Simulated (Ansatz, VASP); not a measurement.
## Cu in VASP and in Ansatz

File INCAR:

```
SYSTEM = Cu
PREC     = Accurate       ! precision mode
ENCUT    = 520            ! plane-wave cutoff, eV
EDIFF    = 1E-6           ! SCF threshold, eV
ISMEAR   = -1             ! smearing method
SIGMA    = 0.05           ! smearing width, eV
LREAL    = .FALSE.        ! projectors in reciprocal space
LASPH    = .TRUE.         ! aspherical terms in the spheres
NELM     = 60             ! most SCF steps
ALGO     = Normal         ! electronic algorithm
ISIF     = 2              ! what is computed and relaxed
LWAVE    = .FALSE.        ! write WAVECAR
LCHARG   = .FALSE.        ! write CHGCAR
NBANDS   = 18             ! bands
```

KPOINTS

```
Automatic mesh
0
G
  12 12 7
  0 0 0
```

File POSCAR:

```
Cu
1.0
    2.5508792560      0.0000000000      0.0000000000
   -1.2754396280      2.2091262377      0.0000000000
    0.0000000000      0.0000000000      4.1398073633
Cu
2
Direct
    0.6666666667      0.3333333333      0.7500000000
    0.3333333333      0.6666666667      0.2500000000
```

Contents of input.yaml:

```yaml
crystal:
  lattice:
    - [2.550879256, 0.0, 0.0]
    - [-1.275439628, 2.2091262377, 0.0]
    - [0.0, 0.0, 4.1398073633]
  atoms:
    - { symbol: Cu, position: [0.6666666667, 0.3333333333, 0.75] }
    - { symbol: Cu, position: [0.3333333333, 0.6666666667, 0.25] }
kpoints:
  mp_grid: { grid: [12, 12, 7] }
scf:
  occupations: { method: fermi_dirac, width: 0.05 }
hamiltonian:
  xc: lda
  pseudopotentials: { kind: all_electron, lapw: { basis_error: 0.001 } }
output:
  forces: true
  stress: true
  eigenvalues: true
```

Change from the starting cell: volume scaled by 1.02.

Alike in both runs: task single point; functional LDA; k mesh 12 × 12 × 7; occupations fermi-dirac, width 0.05 eV; no spin polarisation.

```csv
,VASP,Ansatz
version,VASP 6.6.1,Ansatz 0.2.0
potentials or method,"VASP PAW LDA potentials, release 64 (Cu)","all-electron LAPW, scalar-relativistic"
plane-wave cutoff (eV),520,see its input
```

Ansatz gave:

```
gap on the k mesh at the Fermi level (eV)       : none
pressure (GPa)                                  : -10.6
largest component of the traceless stress (GPa) : 0.07
```

Question: What did VASP give for the same quantities?

Answer: gap on the k mesh at the Fermi level (eV): none; pressure (GPa): -9.8; largest component of the traceless stress (GPa): 0.01.

A gap of «none» marks a metal or a gap that the smearing closes. Ansatz ran all-electron here, so the differences hold the error of VASP's frozen core and of both bases.
